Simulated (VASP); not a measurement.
A VASP 6.6.1 single-point calculation on MoS2

INCAR

```
EDIFF = 1E-7
IBRION = -1
NSW = 0
SIGMA = 0.02
ISIF = 2
NBANDS = 20
PREC = Accurate
ENCUT = 520
LCHARG = .FALSE.
TIME = 0.2
NELECT = 26.5
NELM = 82
LWAVE = .FALSE.
LASPH = .TRUE.
ALGO = Damped
LREAL = .FALSE.
GGA = PE
ISMEAR = -1
```

KPOINTS

```
KPOINTS created by Atomic Simulation Environment
0
Gamma
12 12 4
0 0 0
```

POSCAR

```
Mo S
 1.0000000000000000
     3.1709589631696486    0.0000000000000000    0.0000000000000000
    -1.5854794815848243    2.7461310164628805    0.0000000000000000
     0.0000000000000000    0.0000000000000000    6.8100136477380895
 Mo  S
   1   2
Cartesian
  0.0000000000000000 -0.0000000000000001  0.0000000000000000
  0.0000000000000001  1.8307540109752536  1.5562807339152809
  0.0000000000000001  1.8307540109752536  5.2537329138228088
```

The recommended PBE PAW datasets give the neutral cell 26 valence electrons.

Command

```
mpirun -np 1 vasp_std
```

Task: How does this run end, and what does it give?

Result: It converged. Results: pressure 19.2 GPa; largest force 0.58 eV/Å.

OSZICAR

```
N       E                     dE             d eps       ncg     rms           ort
DAV:   1     0.299387449981E+03    0.29939E+03   -0.13717E+04  1140   0.130E+03
DAV:   2     0.303411421094E+02   -0.26905E+03   -0.26052E+03  1140   0.386E+02
DAV:   3    -0.103810912684E+02   -0.40722E+02   -0.39224E+02  1140   0.151E+02
DAV:   4    -0.172669616856E+02   -0.68859E+01   -0.66762E+01  1140   0.575E+01
DAV:   5    -0.187763171927E+02   -0.15094E+01   -0.14630E+01  1140   0.224E+01
SDA:   6    -0.151082360924E+02    0.36681E+01   -0.30171E+01  1140   0.151E+02   0.000E+00
DMP:   7    -0.170975197993E+02   -0.19893E+01   -0.99909E+00  1140   0.245E+01   0.489E+01
DMP:   8    -0.173794065171E+02   -0.28189E+00   -0.32476E+00  1140   0.290E+01  -0.246E+01
DMP:   9    -0.175905532991E+02   -0.21115E+00   -0.49626E+00  1140   0.222E+01   0.504E+00
DMP:  10    -0.178774441002E+02   -0.28689E+00   -0.93035E-01  1140   0.299E+00   0.319E+00
...
DMP:  27    -0.180189811570E+02   -0.53995E-05   -0.21299E-05  1140   0.840E-05   0.433E-05
DMP:  28    -0.180189823134E+02   -0.11564E-05   -0.27841E-05  1140   0.129E-04   0.199E-05
DMP:  29    -0.180189843678E+02   -0.20544E-05   -0.13288E-05  1140   0.325E-05   0.653E-05
DMP:  30    -0.180189851343E+02   -0.76649E-06   -0.49786E-06  1140   0.217E-05   0.615E-06
DMP:  31    -0.180189855488E+02   -0.41456E-06   -0.53384E-06  1140   0.191E-05   0.146E-05
DMP:  32    -0.180189859265E+02   -0.37770E-06   -0.20439E-06  1140   0.433E-06   0.113E-05
DMP:  33    -0.180189860577E+02   -0.13119E-06   -0.12217E-06  1140   0.470E-06   0.271E-06
DMP:  34    -0.180189861698E+02   -0.11209E-06   -0.93299E-07  1140   0.255E-06   0.406E-06
DMP:  35    -0.180189862439E+02   -0.74136E-07   -0.32021E-07  1140   0.657E-07   0.182E-06
   1 F= -.18018986E+02 E0= -.18015853E+02  d E =-.626740E-02
```

The cell is charged and sits in a uniform background.

For comparison, a separate PBE run of the intended cell, on usual settings and not on those above, gives a gap of 1.28 eV on its mesh and a pressure of 2.0 GPa.
